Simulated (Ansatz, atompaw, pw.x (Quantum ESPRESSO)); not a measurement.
# What a changed setting does to a pw.x run (fcc Li)

Potential: PAW, atompaw 4.2.0.5, PBE; core none, reference 1s2 2s1 2p0; waves: 1s (bound); 2s (bound); 2p (bound, empty); 2p channel at 0.75 Ry; 3d channel at 0.5 Ry; 3d channel at 1.4 Ry; local part: troulliermartins scheme with l = 3 at 0.5 Ry, radius 2.70 bohr; core correction: none; augmentation: besselshape compensation charge, radius 2.60 bohr; PAW radius 3.00 bohr; waves and projectors: bloechl.

The reference run (k-mesh 13³, cutoffs 40/400 Ry, Fermi–Dirac 0.01 Ry, mixing_beta 0.4, conv_thr 1e-9, no spin) gives 0.00 GPa at 20.348 Å³/atom, where all-electron LAPW gives -0.05 GPa. This run, with its own iteration cap, changes k-mesh points per axis to 6.

```
&control
  calculation='scf', prefix='x', pseudo_dir='./', outdir='./tmp', tstress=.true., disk_io='none'
/
&system
  ibrav=0, nat=1, ntyp=1, ecutwfc=40, ecutrho=400, nbnd=8,
  occupations='smearing', smearing='fd', degauss=0.01
/
&electrons
  conv_thr=1e-09, mixing_beta=0.4, electron_maxstep=50
/
ATOMIC_SPECIES
Li 1.0 Li.UPF
CELL_PARAMETERS angstrom
  0.00000000 2.16685863 2.16685863
  2.16685863 0.00000000 2.16685863
  2.16685863 2.16685863 0.00000000
ATOMIC_POSITIONS crystal
Li 0.0000 0.0000 0.0000
K_POINTS automatic
6 6 6 0 0 0
```

```bash
pw.x < Li.scf.in > Li.scf.out
```

Q: How does the run end?

A: It converges in 7 iterations; the free energy moves by +17.4 meV/atom and the pressure by +0.12 GPa.

```
Message from routine setup:
     using ibrav=0 with symmetry is DISCOURAGED, use correct ibrav instead
     lattice parameter (alat)  =       5.7909  a.u.
     unit-cell volume          =     137.3151 (a.u.)^3
     number of electrons       =         3.00
     number of Kohn-Sham states=            8
     kinetic-energy cutoff     =      40.0000  Ry
     charge density cutoff     =     400.0000  Ry
     scf convergence threshold =      1.0E-09
     Exchange-correlation= SLA PW PBX PBC
     number of k points=    16  Fermi-Dirac smearing, width (Ry)=  0.0100
     iteration #  1     ecut=    40.00 Ry     beta= 0.40
     c_bands:  1 eigenvalues not converged
     c_bands:  1 eigenvalues not converged
     total energy              =     -15.05840080 Ry
     estimated scf accuracy    <       0.00057256 Ry
     iteration #  2     ecut=    40.00 Ry     beta= 0.40
     total energy              =     -15.04479736 Ry
     estimated scf accuracy    <       0.00006956 Ry
     iteration #  3     ecut=    40.00 Ry     beta= 0.40
     total energy              =     -15.04316787 Ry
     estimated scf accuracy    <       0.00001017 Ry
     iteration #  4     ecut=    40.00 Ry     beta= 0.40
     total energy              =     -15.04336338 Ry
     estimated scf accuracy    <       0.00000056 Ry
     iteration #  5     ecut=    40.00 Ry     beta= 0.40
     total energy              =     -15.04335839 Ry
     estimated scf accuracy    <          9.8E-09 Ry
     iteration #  6     ecut=    40.00 Ry     beta= 0.40
     total energy              =     -15.04335884 Ry
     estimated scf accuracy    <          1.5E-09 Ry
     iteration #  7     ecut=    40.00 Ry     beta= 0.40
     the Fermi energy is     1.6797 ev
!    total energy              =     -15.04335888 Ry
     estimated scf accuracy    <          2.8E-11 Ry
     smearing contrib. (-TS)   =      -0.00285121 Ry
     convergence has been achieved in   7 iterations
          total   stress  (Ry/bohr**3)                   (kbar)     P=        1.25
     Message from routine punch:
     Nothing written, as per user request (disk_io='none')
```

The run took about 4.3 s on one core of a shared host (Intel(R) Xeon(R) 6975P-C, 192 threads, 1512 GiB, load 58).
